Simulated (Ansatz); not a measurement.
# Relaxation of Hf

Level of theory: DFT r2SCAN, scalar-relativistic, plane waves, PAW (Ansatz 0.2.0). Run with 500 eV cutoff, 16×16×16 k-mesh, Gaussian smearing of 0.10 eV, no spin polarisation.

What was changed in Ir: Ir → Hf on all its sites, cell and atoms relaxed.

Spin–orbit coupling is left out, which can shift energies with elements as heavy as these.

Command:

```bash
ansatz run input.yaml --threads 1 --pin off --max-ram 2560MiB --backend cpu --events-out ev --progress --plain --runs-dir out
```

Input:

```yaml
crystal:
  lattice:
    - [0.0, 2.2310585588, 2.2310585588]
    - [2.2310585588, 0.0, 2.2310585588]
    - [2.2310585588, 2.2310585588, 0.0]
  atoms:
    - { symbol: Hf, position: [0.0, 0.0, 0.0] }
basis:
  ecutwfc: 500
kpoints:
  mp_grid: { grid: [16, 16, 16] }
hamiltonian:
  xc: r2scan
scf:
  occupations: { method: gaussian, width: 0.1 }
output:
  forces: true
  stress: true
  eigenvalues: true
relax:
  adjacent_minimum: "off"
  f_tol: 0.01
  max_steps: 60
  cell: { stress_tol: 0.1 }
```

F is the free energy. Steps run on the plane waves of an earlier cell, but the last one, and at times one on the way, on a freshly chosen basis, so a repeated geometry can differ a little in energy.

Steps:

```
step F − F(1) (eV) largest force component (eV/Å) V (Å³/atom) P (GPa)
   1         0.0000                           0.000       22.211     1.20
   2         0.0003                           0.000       22.761    -1.30
   3        -0.0009                           0.000       22.471    -0.01
   4        -0.0010                           0.000       22.471    -0.01
```

Relaxed structure:

```
CELL_PARAMETERS angstrom
0.00000 2.23973 2.23973
2.23973 0.00000 2.23973
2.23973 2.23973 0.00000
ATOMIC_POSITIONS crystal
Hf 0.00000 0.00000 0.00000
```

The structure is cubic, space group Fm-3m (No. 225). Conventional cell: a = 4.479 Å, b = 4.479 Å, c = 4.479 Å, α = 90.00°, β = 90.00°, γ = 90.00°. Around Hf (site symmetry m-3m) lie 12 Hf at 3.17 Å.

The run converged. The run took 12 s on 1 thread of Intel(R) Xeon(R) 6975P-C (Granite Rapids), with other jobs on the host, peak memory 0.45 GiB.